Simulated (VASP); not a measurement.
## NbAs under changes of volume

One of the cells (16.882 Å³/atom); the others are scaled copies at fixed shape and fractional positions:

```
Nb As
1.0
    -1.71028    1.71028    5.77143
     1.71028   -1.71028    5.77143
     1.71028    1.71028   -5.77143
Nb As
2 2
Direct
  0.49878 0.99878 0.50000
  0.74878 0.74878 0.00000
  0.91722 0.41722 0.50000
  0.16722 0.16722 0.00000
```

```yaml
Program: VASP 6.6.1
Functional: LDA
Potentials_or_basis: VASP PAW LDA potentials, release 64 (Nb_sv, As)
Cutoff: 520 eV
k_mesh: 10 × 10 × 10
Occupations: fermi-dirac, width 0.05 eV
Spin: no spin polarisation
```

```tsv
volume (Å³/atom)	energy over the lowest point (meV/atom)	pressure (GPa)	largest force (eV/Å)
16.207	16.74	8.3	0.029
16.544	?	?	?
16.882	0.00	-0.1	0.004
17.219	3.93	-3.8	0.007
17.557	14.94	-6.9	0.018
```

Q: What does the run at 16.544 Å³/atom give?

A: Energy over the lowest point 3.97 meV/atom; pressure 3.8 GPa; largest force 0.016 eV/Å.

Worked out: A Birch-Murnaghan fit of order 2 (a polynomial in V^(-2/3)) to the other rows has its minimum at 16.88 Å³/atom with B0 = V·E''(V) = 187 GPa at fixed shape and positions, which overstates the stiffness. It gives 4.03 meV/atom at 16.544 Å³/atom, against the run's 3.97, and -dE/dV = 3.9 GPa, against 3.8.

Energies are extrapolated to zero smearing.
